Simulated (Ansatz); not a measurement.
**Al2Cu: elastic constants with PBEsol**

Crystal: Al2Cu.

```
Cu Al
1.0
    -2.03034    2.03034    2.85109
     2.03034   -2.03034    2.85109
     2.03034    2.03034   -2.85109
Cu Al
1 2
Cartesian
  0.0000 0.0000 2.8511
  2.0303 0.0000 1.4255
  0.0000 2.0303 1.4255
```

The cell comes from a database or a generator and needn't be the stable form of this composition.

- Program: Ansatz 0.2.0
- Task: elastic constants
- Functional: PBEsol
- Potentials or basis: Ansatz PAW
- Cutoff: 420 eV (not typed: the program's choice for these potentials)
- k mesh: 8 × 8 × 8
- Occupations: fermi-dirac, width 0.05 eV
- Spin: no spin polarisation
- Atoms under strain: relaxed

* Pressure: -0.2 GPa
* Band gap on the k mesh: none (metal or under the smearing width)
* Voigt bulk modulus: 104 GPa

Stress tensor (GPa, compression positive):
```
-0.51  0.00  0.00
 0.00 -0.51  0.00
 0.00  0.00  0.30
```

Levels at points of the mesh, in eV from the Fermi level:
```tsv
k point	band 10	band 11	band 12	band 13	band 14	band 15	band 16	band 17
(0.00, 0.00, 0.00)	-4.03	2.84	2.84	2.89	2.91	2.99	2.99	4.34
(0.00, 0.00, -0.50)	-3.87	-3.78	-2.04	-1.99	0.43	1.49	8.98	10.59
(0.00, -0.50, 0.00)	-3.98	-3.97	0.55	0.61	2.93	2.96	3.83	4.37
(-0.50, -0.50, -0.50)	-3.88	-3.76	-2.06	-2.06	0.34	1.45	8.99	10.67
```

Elastic tensor in Voigt notation (GPa, in the Cartesian axes of the cell as first typed):
```
200  43  65   0   0   0
 43 200  65   0   0   0
 66  66 187   0   0   0
  0   0   0  69   0   0
  0   0   0   0  69   0
  0   0   0   0   0  48
```

It took 52 s on 2 threads of Arm Neoverse V1, on a shared host, peak memory 0.42 GiB.

Caveat: elastic constants of metals need much finer meshes, so these are rough; the PAW data sets come from PBE, with cores solved anew for the run's functional, which leaves a small shift of forces and pressure.
